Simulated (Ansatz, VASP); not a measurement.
**One calculation of KI, two programs**

```xyz
2
Lattice="4.2912 0.0000 0.0000 0.0000 4.2912 0.0000 0.0000 0.0000 4.2912" Properties=species:S:1:pos:R:3 pbc="T T T"
I     2.1456    2.1456    2.1456
K     0.0000    0.0000    0.0000
```

Measurements of this composition are mostly on another form, of space group No. 225.

Alike in both runs: task single point; functional PBE-based screened hybrid; k mesh 3 × 3 × 3; occupations fermi-dirac, width 0.05 eV; no spin polarisation.

```csv
,VASP,Ansatz
version,VASP 6.6.1,Ansatz 0.2.0
potentials or method,"VASP PAW PBE potentials, release 64 (I, K_sv)",Ansatz PAW
plane-wave cutoff (eV),520,420
valence electrons in the cell,16,26
```

```csv
,VASP,Ansatz,Ansatz less VASP
gap on the k mesh at the Fermi level (eV),5.53,5.54,+0.011
least direct gap on the mesh (eV),5.80,5.82,+0.013
pressure (GPa),0.2,0.3,+0.06
```

The two sets of potentials don't hold the same shells in valence.

Caveats: spin-orbit coupling is left out, which moves the levels of the heavy elements; the k mesh is coarse (spacing up to 0.49 Å⁻¹), so the values aren't converged (VASP); the PAW data sets were made with another functional, which shifts forces and pressure a little (VASP); an odd mesh through Γ misses points on the zone boundary, where band edges often lie (VASP); the k mesh is coarse (spacing up to 0.49 Å⁻¹), so the values aren't converged, least of all with exact exchange (Ansatz); odd divisions of the mesh miss points on the zone boundary, where band edges often lie, so the gap on the mesh can be too wide (Ansatz); the PAW data sets come from PBE, with cores solved anew for the run's functional, which leaves a small shift of forces and pressure (Ansatz).
